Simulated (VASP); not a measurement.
# Br (Immm) in VASP: further runs

The runs below take Br through single point, with r2SCAN.

Everything below comes from runs of VASP 6.6.1. Logs are shortened: lines on timing, memory, paths and dates and some standing lists are left out, and cuts for length are marked.

## (1) The crystal as given

The structure is orthorhombic, space group Immm (No. 71). Conventional cell: a = 2.574 Å, b = 3.440 Å, c = 7.156 Å, α = 90.00°, β = 90.00°, γ = 90.00°. Br (site symmetry mmm) has 2 Br at 2.57 Å as nearest neighbours.

## (2) Single point, r2SCAN

The input, INCAR:

```
SYSTEM = Br
PREC = Accurate ; ENCUT = 400
EDIFF = 1E-6 ; ISMEAR = 0
SIGMA = 0.05 ; LREAL = .False.
LASPH = .True. ; NELM = 100
ALGO = Normal ; ISIF = 2
LWAVE = .False. ; LCHARG = .False.
METAGGA = R2SCAN ; LMIXTAU = .True.
NBANDS = 10 ; ADDGRID = .False.
```

The input, KPOINTS:

```
regular mesh
0
Gamma
  4 4 4
  0 0 0
```

The input, POSCAR:

```
Br
1.0
   -1.2867684050      1.7199972000      3.5779911600
    1.2867684050     -1.7199972000      3.5779911600
    1.2867684050      1.7199972000     -3.5779911600
Br
1
Direct
    0.0000000000      0.0000000000      0.0000000000
```

Potentials or basis: VASP PAW PBE potentials, release 64 (Br).

On the command line:

```sh
cat potpaw_PBE.64/Br/POTCAR > POTCAR
mpirun -np 1 vasp_std > vasp.out
```

OUTCAR:

```text
SYSTEM = Br
   PREC = Accurate
   ENCUT = 400
   EDIFF = 1E-6
   ISMEAR = 0
   LREAL = .False.
   LASPH = .True.
   NELM = 100
   ISIF = 2
   METAGGA = R2SCAN

 Found     18 irreducible k-points:

 Following reciprocal coordinates:
            Coordinates               Weight
  0.000000  0.000000  0.000000      1.000000
  0.250000  0.000000 -0.000000      4.000000
  0.500000  0.000000 -0.000000      2.000000
  0.000000  0.250000 -0.000000      4.000000
  0.250000  0.250000 -0.000000      8.000000
  0.500000  0.250000  0.000000      8.000000
   k-points           NKPTS =     18   k-points in BZ     NKDIM =     18   number of bands    NBANDS=     10
   number of dos      NEDOS =    301   number of ions     NIONS =      1
   total plane-waves  NPLWV =  21952
   dimension x,y,z NGX =    28 NGY =   28 NGZ =   28
   dimension x,y,z NGXF=    56 NGYF=   56 NGZF=   56
   ions per type =               1
   NGX,Y,Z   is equivalent  to a cutoff of  11.15, 11.15, 11.15 a.u.
   NGXF,Y,Z  is equivalent  to a cutoff of  22.31, 22.31, 22.31 a.u.
 SYSTEM =  Br
   PREC   = accura    normal or accurate (medium, high low for compatibility)
   ISTART =      0    job   : 0-new  1-cont  2-samecut
   ICHARG =      2    charge: 1-file 2-atom 10-const
   ISPIN  =      1    spin polarized calculation?
   LNONCOLLINEAR =      F non collinear calculations
   LSORBIT =      F    spin-orbit coupling
   LASPH  =      T    aspherical Exc in radial PAW
   ENCUT  =  400.0 eV  29.40 Ry    5.42 a.u.   6.81  6.81  6.81*2*pi/ulx,y,z
   NELM   =    100;   NELMIN=  2; NELMDL= -5     # of ELM steps
   EDIFF  = 0.1E-05   stopping-criterion for ELM
   LREAL  =      F    real-space projection
   EDIFFG = 0.1E-04   stopping-criterion for IOM
   NSW    =      0    number of steps for IOM
   IBRION =     -1    ionic relax: 0-MD 1-quasi-New 2-CG
   NFREE  =      0    steps in history (QN), initial steepest desc. (CG)
   ISIF   =      2    stress and relaxation
   ISYM   =      2    0-nonsym 1-usesym 2-fastsym
   POTIM  = 0.5000    time-step for ionic-motion
   TEBEG  =    0.0;   TEEND  =   0.0 temperature during run
   PSTRESS=    0.0 pullay stress
   NELECT =       7.0000    total number of electrons
   NUPDOWN=      -1.0000    fix difference up-down
   EMIN   =  10.00;   EMAX   =-10.00  energy-range for DOS
   EFERMI =   0.00;   METHOD = LEGACY
   ISMEAR =     0;   SIGMA  =   0.05  broadening in eV -4-tet -1-fermi 0-gaus
   EFERMI_NEDOS =   21; number of points for ismear=-14 and -15
   IALGO  =     38    algorithm
   IMIX   =      4    mixing-type and parameters
     AMIX     =   0.40;   BMIX     =  1.00
     AMIX_MAG =   1.60;   BMIX_MAG =  1.00
  volume/ion in A,a.u.               =      31.68       213.76
  Fermi-wavevector in a.u.,A,eV,Ry     =   0.989764  1.870383 13.328717  0.979633
  Thomas-Fermi vector in A             =   2.121386
   LORBIT       =      0    0 simple, 1 ext, 2 COOP (PROOUT), +10 PAW based schemes
   METAGGA = R2SCAN    functional components
   LHFCALC =     F    Hartree Fock is set to
   AEXX    =    0.0000 exact exchange contribution
   IVDW    =     0    specifies the selected vdW correction
   LEPSILON=     F    determine dielectric tensor
   LRPA    =     F    only Hartree local field effects (RPA)
 non-spin polarized calculation
 Gauss-broadening in eV      SIGMA  =   0.05
  energy-cutoff  :      400.00
  volume of cell :       31.68
 maximum number of plane-waves:       586
   NGX = 13   NGY = 13   NGZ = 13

 number of electron       7.0000000 magnetization

 Free energy of the ion-electron system (eV)
  ---------------------------------------------------
  ext. energy  EPLUGINS =         0.00000000
  ---------------------------------------------------
  free energy    TOTEN  =       -13.02005316 eV

  energy without entropy =      -13.01499244  energy(sigma->0) =      -13.01752280

 E-fermi :  -0.5141     XC(G=0):  -8.6391

 val. band max:       -0.5225134526   @ k =   0.2500   0.5000   0.0000
 cond. band min:      -0.4082487399   @ k =   0.0000   0.2500  -0.0000
 fundamental gap:      0.1142647127
 Fermi energy:        -0.5140564721

 k-point     1 :       0.0000    0.0000    0.0000
  band No.  band energies     occupation
      1     -16.3964      2.00000
      2      -2.1763      2.00000
      3      -1.2638      2.00000
      4       4.3761      0.00000
      5       5.8124      0.00000
      6       9.8296      0.00000
      7      12.5616      0.00000
      8      13.9306      0.00000
      9      15.0888      0.00000
     10      20.9360      0.00000

 k-point     2 :       0.2500    0.0000   -0.0000
  band No.  band energies     occupation
      1     -16.1554      2.00000
      2      -3.0902      2.00000
      3      -2.3124      2.00000
      4       4.4557      0.00000
      5       7.3349      0.00000
      6      10.0808      0.00000
      7      12.7045      0.00000
      8      14.1198      0.00000
      9      20.8915      0.00000
     10      21.4994      0.00000

 k-point     3 :       0.5000    0.0000   -0.0000
  band No.  band energies     occupation
      1     -15.8905      2.00000
      2      -4.3711      2.00000
      3      -2.5185      2.00000
      4       4.5382      0.00000
      5       6.7989      0.00000
      6      13.0715      0.00000
      7      14.0083      0.00000
      8      15.6670      0.00000
      9      18.9466      0.00000
     10      20.7315      0.00000

 k-point     4 :       0.0000    0.2500   -0.0000
  band No.  band energies     occupation
      1     -15.2129      2.00000
      2      -1.7078      2.00000
      3      -1.4627      2.00000
      4      -0.4082      0.00277
      5       7.7124      0.00000
      6      10.7950      0.00000
      7      12.8843      0.00000
      8      14.1843      0.00000
      9      16.3693      0.00000
     10      17.3180      0.00000

 k-point     5 :       0.2500    0.2500   -0.0000
  band No.  band energies     occupation
      1     -14.9552      2.00000
      2      -2.3146      2.00000
      3      -1.6852      2.00000
      4      -1.4294      2.00000
      5       9.0647      0.00000
      6      11.3712      0.00000
      7      13.1914      0.00000
      8      14.8529      0.00000
      9      15.8617      0.00000
     10      19.4815      0.00000

 k-point     6 :       0.5000    0.2500    0.0000
  band No.  band energies     occupation
      1     -14.7499      2.00000
      2      -3.2419      2.00000
      3      -1.6432      2.00000
      4      -1.2860      2.00000
      5       8.6198      0.00000
      6      10.9086      0.00000
      7      12.8743      0.00000
      8      15.2392      0.00000
      9      18.4329      0.00000
     10      21.1671      0.00000

 [... further k-points ...]

------------------------ aborting loop because EDIFF is reached ----------------------------------------

  FORCE on cell =-STRESS in cart. coord.  units (eV):
  Direction    XX          YY          ZZ          XY          YZ          ZX
  --------------------------------------------------------------------------------------
  -------------------------------------------------------------------------------------
  Total        2.2093910     -0.7689676     -0.0168271      0.0000000      0.0000000      0.0000000
  in kB      111.7521222    -38.8947722     -0.8511246      0.0000000      0.0000000      0.0000000
  external PRESSURE =      24.0020751 kB  Pullay stress =       0.0000000 kB

 VOLUME and BASIS-vectors are now :
 -----------------------------------------------------------------------------
  energy-cutoff  :      400.00
  volume of cell :       31.68
      direct lattice vectors                 reciprocal lattice vectors
    -1.286768405  1.719997200  3.577991160     0.000000000  0.290698148  0.139743218
     1.286768405 -1.719997200  3.577991160     0.388570312  0.000000000  0.139743218
     1.286768405  1.719997200 -3.577991160     0.388570312  0.290698148  0.000000000

 POSITION                                       TOTAL-FORCE (eV/Angst)
 -----------------------------------------------------------------------------------
      0.00000      0.00000      0.00000         0.000000      0.000000      0.000000
 -----------------------------------------------------------------------------------
    total drift:                                0.000000     -0.000000      0.000000

  FREE ENERGIE OF THE ION-ELECTRON SYSTEM (eV)
  ---------------------------------------------------
  free  energy   TOTEN  =       -13.0200531618 eV

  energy  without entropy=      -13.0149924404  energy(sigma->0) =      -13.01752280
```

Wall time 28 s (1 thread of Intel Xeon Platinum 8375C at 2.90GHz (Ice Lake), shared host); peak memory 0.15 GiB.

These settings aren't checked as converged: the numbers below hold their error.

What came out:

```
Free energy            : -13.0201 eV
Pressure               : 2.4 GPa
Band gap on the k mesh : none (metal or under the smearing width)
```

Caveat: the k mesh is coarse (spacing up to 0.76 Å⁻¹), so the values aren't converged; the PAW data sets were made with another functional, which shifts forces and pressure a little; an odd number of electrons without spin polarisation forces a metal; a magnetic or distorted state may lie lower.

## (3) Single point, r2SCAN

Edit INCAR of step 2 so:

```diff
@@ -1,3 +1,3 @@
 SYSTEM = Br
-PREC = Accurate ; ENCUT = 400
+PREC = Accurate ; ENCUT = 450
 EDIFF = 1E-6 ; ISMEAR = 0
```

KPOINTS is that of step 2.

POSCAR is that of step 2.

Potentials or basis: VASP PAW PBE potentials, release 64 (Br).

On the command line:

```sh
cat potpaw_PBE.64/Br/POTCAR > POTCAR
mpirun -np 1 vasp_std > vasp.out
```

It took 35 s on 1 thread of Intel Xeon Platinum 8375C at 2.90GHz (Ice Lake), shared host; peak memory 0.16 GiB.

The run converged, but some of its settings lie outside the range that counts as converged, so its numbers aren't taken as properties of the crystal.

What came out:

```yaml
Free_energy: -13.0205 eV
Pressure: 2.4 GPa
Band_gap_on_the_k_mesh: none (metal or under the smearing width)
```

Caveat: the k mesh is coarse (spacing up to 0.76 Å⁻¹), so the values aren't converged; the PAW data sets were made with another functional, which shifts forces and pressure a little; an odd number of electrons without spin polarisation forces a metal; a magnetic or distorted state may lie lower.
